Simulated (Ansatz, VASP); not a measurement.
## NaI: VASP beside Ansatz

The input INCAR:

```
SYSTEM = NaI
PREC = Accurate
ENCUT = 520
EDIFF = 1E-6
ISMEAR = -1
SIGMA = 0.02
LREAL = .False.
LASPH = .True.
NELM = 60
ALGO = Normal
ISIF = 2
LWAVE = .False.
LCHARG = .False.
GGA = PE
NBANDS = 14
```

KPOINTS

```
Automatic mesh
0
Gamma
  6 6 6
  0 0 0
```

Contents of POSCAR:

```
NaI
1.0
    0.0000000000      3.6338973880      3.3727076133
    3.6338973880      0.0000000000      3.3727076133
    3.6338973880      3.6338973880      0.0000000000
Na I
1 1
Direct
    0.0000000000      0.0000000000      0.0000000000
    0.2500000000      0.2500000000      0.2500000000
```

Input for Ansatz:

```yaml
crystal:
  lattice:
    - [0.0, 3.633897388, 3.3727076133]
    - [3.633897388, 0.0, 3.3727076133]
    - [3.633897388, 3.633897388, 0.0]
  atoms:
    - { symbol: Na, position: [0.0, 0.0, 0.0] }
    - { symbol: I, position: [0.25, 0.25, 0.25] }
kpoints:
  mp_grid: { grid: [6, 6, 6] }
  band_path:
    path:
      - [0.0, 0.0, 0.0]
      - [-0.5, -0.5, 0.0]
      - [-0.375, -0.375, 0.25]
      - [-0.375, 0.0, 0.375]
      - [0.0, 0.0, 0.5]
      - [-0.5, -0.25, 0.25]
    npoints: 1
hamiltonian:
  xc: pbe
scf:
  occupations: { method: fermi_dirac, width: 0.02 }
  n_extra_bands: 4
output:
  forces: true
  stress: true
  eigenvalues: true
  write_density: true
  write_potential: true
  elf: true
  volumetric_format: npy
```

Change from the starting cell: epitaxial_xy strain +2.6%.

Alike in both runs: task single point; functional PBE; k mesh 6 × 6 × 6; occupations fermi-dirac, width 0.02 eV; no spin polarisation.

```csv
,VASP,Ansatz
version,VASP 6.6.1,Ansatz 0.2.0
potentials or method,"VASP PAW PBE potentials, release 64 (Na_pv, I)","plane waves, PAW"
plane-wave cutoff (eV),520,420
valence electrons in the cell,14,26
```

|  | VASP | Ansatz | Ansatz less VASP |
| --- | --- | --- | --- |
| gap on the k mesh at the Fermi level (eV) | 3.76 | 3.76 | +0.003 |
| pressure (GPa) | 0.3 | 0.3 | -0.01 |

The two sets of potentials don't hold the same shells in valence.

Caveats: spin-orbit coupling is left out, which moves the levels of the heavy elements.
